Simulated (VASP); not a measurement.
Input of a VASP 6.6.1 run:

Contents of INCAR:

```
  PREC = Accurate
  ENCUT = 600
  EDIFF = 1E-6
  ISMEAR = 0
  SIGMA = 0.03
  LREAL = False
  LASPH = True
  NELM = 80
  ALGO = Normal
  ISIF = 3
  LWAVE = False
  LCHARG = False
  GGA = CA
  IBRION = 2
  NSW = 90
  EDIFFG = -0.01
  LATTICE_CONSTRAINTS = .TRUE. .TRUE. .FALSE.
  KPAR = 4
```

File KPOINTS:

```
Automatic mesh
0
Gamma
  12 12 1
```

The input POSCAR:

```
MoSe2
1.0
    3.2880000000      0.0000000000      0.0000000000
   -1.6440000000      2.8474915300      0.0000000000
    0.0000000000      0.0000000000     34.1250000000
Se Mo
6 3
Direct
    0.3333333300      0.6666666700      0.2637362600
    0.3333333300      0.6666666700      0.3582417600
    0.6666666700      0.3333333300      0.4527472500
    0.6666666700      0.3333333300      0.5472527500
    0.3333333300      0.6666666700      0.6417582400
    0.3333333300      0.6666666700      0.7362637400
    0.6666666700      0.3333333300      0.3109890100
    0.3333333300      0.6666666700      0.5000000000
    0.6666666700      0.3333333300      0.6890109900
```

Potentials or basis: VASP PAW LDA potentials, release 64 (Se, Mo_sv).

Command:

```sh
$ cat potpaw_LDA.64/Se/POTCAR potpaw_LDA.64/Mo_sv/POTCAR > POTCAR
$ mpirun -np 4 vasp_std > vasp.out
```

Question: Predict the space group after relaxing (to 0.05 Å).

Answer: P-6m2 (No. 187).

Question: Predict the relaxed volume.

Answer: 34.66 Å³/atom.

Question: What does it give for the relaxed cell?

Answer: a = 3.249 Å, b = 3.249 Å, c = 34.125 Å, α = 90.00°, β = 90.00°, γ = 120.00°.

Final structure:
```
CELL_PARAMETERS angstrom
3.24867 0.00000 0.00000
-1.62434 2.81343 0.00000
0.00000 0.00000 34.12500
ATOMIC_POSITIONS crystal
Se 0.33333 0.66667 0.26396
Se 0.33333 0.66667 0.36128
Se 0.66667 0.33333 0.45130
Se 0.66667 0.33333 0.54870
Se 0.33333 0.66667 0.63872
Se 0.33333 0.66667 0.73604
Mo 0.66667 0.33333 0.31256
Mo 0.33333 0.66667 0.50000
Mo 0.66667 0.33333 0.68744
```

Caveat: volumes and pressures include the vacuum. LDA usually gives volumes a few per cent too small.
